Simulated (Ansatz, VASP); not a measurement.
# Two plane-wave programs on Se

The input INCAR:

```
SYSTEM = Se
PREC = Accurate
ENCUT = 520
EDIFF = 1E-6
ISMEAR = 0
SIGMA = 0.1
LREAL = .False.
LASPH = .True.
NELM = 60
ALGO = Fast
ISIF = 2
LWAVE = .False.
LCHARG = .False.
GGA = PE
IVDW = 12
NBANDS = 9
```

Contents of KPOINTS:

```
Automatic mesh
0
Gamma
  6 6 6
  0 0 0
```

The input POSCAR:

```
Se
1.0
    2.8105630200      0.0000000000      0.0000000000
    0.0000000000      2.8105630200      0.0000000000
    0.0000000000      0.0000000000      2.8105630200
Se
1
Direct
    0.0000000000      0.0000000000      0.0000000000
```

Input for Ansatz:

```yaml
crystal:
  lattice:
    - [2.81056302, 0.0, 0.0]
    - [0.0, 2.81056302, 0.0]
    - [0.0, 0.0, 2.81056302]
  atoms:
    - { symbol: Se, position: [0.0, 0.0, 0.0] }
basis:
  ecutwfc: 420
kpoints:
  mp_grid: { grid: [6, 6, 6] }
hamiltonian:
  xc: pbe
  dispersion: d3bj
scf:
  occupations: { method: gaussian, width: 0.1 }
output:
  forces: true
  stress: true
  eigenvalues: true
```

This isn't the form of Se at room conditions, which is trigonal, of chains.

Alike in both runs: task single point; functional PBE; dispersion D3(BJ); k mesh 6 × 6 × 6; occupations gaussian, width 0.1 eV; no spin polarisation.

|  | VASP | Ansatz |
| --- | --- | --- |
| version | VASP 6.6.1 | Ansatz 0.2.0 |
| potentials or method | VASP PAW PBE potentials, release 64 (Se) | scalar-relativistic, plane waves, PAW |
| plane-wave cutoff (eV) | 520 | 420 |
| valence electrons in the cell | 6 | 16 |

```csv
,VASP,Ansatz,Ansatz less VASP
gap on the k mesh at the Fermi level (eV),none,none,-
pressure (GPa),-1.9,-1.9,-0.02
```

A gap of «none» marks a metal or a gap that the smearing closes. With one functional, cell and mesh, what is left measures potentials, basis and numerics. The two sets of potentials don't hold the same shells in valence.

Caveats: the k mesh is coarse (spacing up to 0.37 Å⁻¹), so the values aren't converged; pairwise dispersion overbinds metals, which lowers pressure and volume.
